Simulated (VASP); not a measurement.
Write the native input for VASP 6.6.1 that does the following.

```yaml
Task: electrostatic potential
Functional: PBE
Potentials_or_basis: VASP PAW PBE potentials, release 64 (Ca_sv, Se)
Cutoff: 520 eV
k_mesh: 8 × 8 × 8
Occupations: gaussian, width 0.02 eV
Spin: no spin polarisation
Further_INCAR_settings: ALGO = Normal; EDIFF = 1e-07
```

The structure of CaSe lies in POSCAR:

```
CaSe                                    
1.0
    0.0000000000      2.9601383587      2.9601383587
    2.9601383587     -0.0000000000      2.9601383587
    2.9601383587      2.9601383587      0.0000000000
  Ca              Se            
     1     1
Direct
     0.0000000000000000    0.0000000000000000    0.0000000000000000
     0.5000000000000000    0.5000000000000000    0.5000000000000000
```

The cell was built by a generator and needn't be a form met in nature.

The input as run:

INCAR

```
SYSTEM = CaSe
PREC = Accurate
ENCUT = 520
EDIFF = 1E-7
ISMEAR = 0
SIGMA = 0.02
LREAL = .FALSE.
LASPH = .TRUE.
NELM = 100
ALGO = Normal
ISIF = 2
LWAVE = .FALSE.
LCHARG = .TRUE.
GGA = PE
LVHAR = .TRUE.
KPAR = 4
```

KPOINTS

```
regular mesh
0
G
  8 8 8
  0 0 0
```

Potentials or basis: VASP PAW PBE potentials, release 64 (Ca_sv, Se).

Run with:

```console
$ cat potpaw_PBE.64/Ca_sv/POTCAR potpaw_PBE.64/Se/POTCAR > POTCAR
$ mpirun -np 4 vasp_std > vasp.out
```

It gave:

The pressure is 1.1 GPa and the band gap on the k mesh is 2.03 eV, indirect (least direct gap 2.96 eV).

It took 3.4 s on 4 MPI ranks on AMD EPYC 9R45 96-Core Processor (Zen 5), with other jobs on the host, peak memory 0.16 GiB a rank.
